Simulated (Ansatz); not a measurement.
LiI:
```
LiI
1.0
    0.00000     3.00938     3.00938
    3.00938     0.00000     3.00938
    3.00938     3.00938     0.00000
Li I
1 1
Cartesian
  0.00000   0.00000   0.00000
  3.00938   3.00938   3.00938
```

Relaxed with r²SCAN.

Q: Give the Bader charges and basin volumes of the independent atoms, r²SCAN (plane waves, PAW; program Ansatz).

A: 

```json
[
 {"atom": "Li1", "Bader charge (e)": "+0.91", "Bader volume (Å³)": "4.3"},
 {"atom": "I2", "Bader charge (e)": "-0.91", "Bader volume (Å³)": "50.2"}
]
```

Space group Fm-3m (rock salt). Symmetry was held in the r²SCAN relaxation. Scalar-relativistic: spin–orbit coupling is off unless named, which matters more the heavier the elements.

Potentials: the later of the program's two PAW sets.
